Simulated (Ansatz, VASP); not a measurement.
**One calculation of Cl, two programs**

Contents of INCAR:

```
PREC     = Accurate       # precision mode
ENCUT    = 520            # plane-wave cutoff, eV
EDIFF    = 1E-6           # SCF threshold, eV
ISMEAR   = -1             # smearing method
SIGMA    = 0.05           # smearing width, eV
LREAL    = F              # projectors in reciprocal space
LASPH    = T              # aspherical terms in the spheres
NELM     = 80             # most SCF steps
ALGO     = Normal         # electronic algorithm
ISIF     = 2              # what is computed and relaxed
LWAVE    = F              # write WAVECAR
LCHARG   = T              # write CHGCAR
GGA      = PE             # functional
LELF     = T              # ELF
LVHAR    = T            
NBANDS   = 10             # bands
```

The input KPOINTS:

```
Automatic mesh
0
Gamma
  15 15 15
```

Contents of POSCAR:

```
Cl
1.0
    0.0000000000      1.9512459788      1.9512459788
    1.9512459788      0.0000000000      1.9512459788
    1.9512459788      1.9512459788      0.0000000000
Cl
1
Direct
    0.0000000000      0.0000000000      0.0000000000
```

Input for Ansatz:

```yaml
crystal:
  lattice:
    - [0.0, 1.9512459788, 1.9512459788]
    - [1.9512459788, 0.0, 1.9512459788]
    - [1.9512459788, 1.9512459788, 0.0]
  atoms:
    - { symbol: Cl, position: [0.0, 0.0, 0.0] }
kpoints:
  mp_grid: { grid: [15, 15, 15] }
scf:
  occupations: { method: fermi_dirac, width: 0.05 }
hamiltonian:
  xc: pbe
  pseudopotentials: { kind: paw }
output:
  forces: true
  stress: true
  eigenvalues: true
  populations: true
```

Change from the starting cell: volume scaled by 0.7, PAW files.

Alike in both runs: task single point; functional PBE; k mesh 15 × 15 × 15; occupations fermi-dirac, width 0.05 eV; no spin polarisation.

|  | VASP | Ansatz |
| --- | --- | --- |
| version | VASP 6.6.1 | Ansatz 0.2.0 |
| potentials or method | VASP PAW PBE potentials, release 64 (Cl) | PAW with Ansatz's default frozen-core files, scalar-relativistic |
| plane-wave cutoff (eV) | 520 | 420 |
| valence electrons in the cell | 7 | 7 |

Ansatz gave:

- pressure (GPa): 27.2

Problem. What did VASP give for the same quantities?

Solution. Pressure (GPa): 26.9.

Caveats: so large a pressure means that the cell lies far from this level's equilibrium, or that cutoff or potentials fall short (VASP); an odd number of electrons without spin polarisation forces a metal; a magnetic or distorted state may lie lower.
